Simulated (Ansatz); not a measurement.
**Calculated ¹⁷O NMR of the central transition for Al2O3 under strain**

Cell: a refined structure from the COD, relaxed with PBE at fixed cell and then changed (z compressed by 2 %, ions relaxed).

```yaml
crystal:
  lattice:
    - [2.38025, 1.37424, 4.24523]
    - [-2.38025, 1.37424, 4.24523]
    - [0.00000, -2.74848, 4.24523]
  atoms:
    - { symbol: Al, position: [0.35269, 0.35269, 0.35269] }
    - { symbol: Al, position: [0.14731, 0.14731, 0.14731] }
    - { symbol: Al, position: [0.64731, 0.64731, 0.64731] }
    - { symbol: Al, position: [0.85269, 0.85269, 0.85269] }
    - { symbol: O, position: [0.55607, 0.94393, 0.25000] }
    - { symbol: O, position: [0.25000, 0.55607, 0.94393] }
    - { symbol: O, position: [0.94393, 0.25000, 0.55607] }
    - { symbol: O, position: [0.44393, 0.05607, 0.75000] }
    - { symbol: O, position: [0.75000, 0.44393, 0.05607] }
    - { symbol: O, position: [0.05607, 0.75000, 0.44393] }
```

Atom numbers follow the list; atoms alike are taken as one site, whose name carries the number of the first.

Computed with Ansatz: DFT, PBE, plane waves and PAW, scalar-relativistic, 420 eV cutoff, Γ-centred 8×8×8 k-points, Fermi–Dirac smearing 0.02 eV.

¹⁷O has I = 5/2 and Q = -25.58 mb (Pyykkö 2018); at 16.4 T its Larmor frequency is ν₀ = 94.7 MHz. Only the quadrupole interaction is simulated: positions count from each site's isotropic chemical shift, and J coupling is left out, as are shift anisotropy and dipolar coupling, which fast spinning averages.

Simulated pattern of one O site (fast magic-angle spinning, Gaussian broadening 0.02 kHz):

offset (kHz), height and a bar:
```
  -0.9058          0 
  -0.8668          5 #
  -0.8279          8 ##
  -0.7890          8 ###
  -0.7501          9 ###
  -0.7112          9 ###
  -0.6723         10 ###
  -0.6334         21 ######
  -0.5945         40 ############
  -0.5555         47 ##############
  -0.5166         68 #####################
  -0.4777         95 ############################
  -0.4388         69 #####################
  -0.3999         63 ###################
  -0.3610         61 ##################
  -0.3221         63 ###################
  -0.2832         68 ####################
  -0.2442         83 #########################
  -0.2053        100 ##############################
  -0.1664         71 #####################
  -0.1275         60 ##################
  -0.0886         53 ################
  -0.0497         18 #####
  -0.0108          0
```

(1) Which |C_Q| and η does the pattern imply?

Results:

(1) The pattern spans 0.814 kHz before broadening and its centre of gravity is at -0.354 kHz, which fixes P_Q; the places of the horns and steps fix η. That gives P_Q = 2.36 MHz, |C_Q| = 2.32 MHz and η = 0.32. The sign of C_Q can't be read from the pattern.

At this changed cell the PBE pressure is 13 GPa.
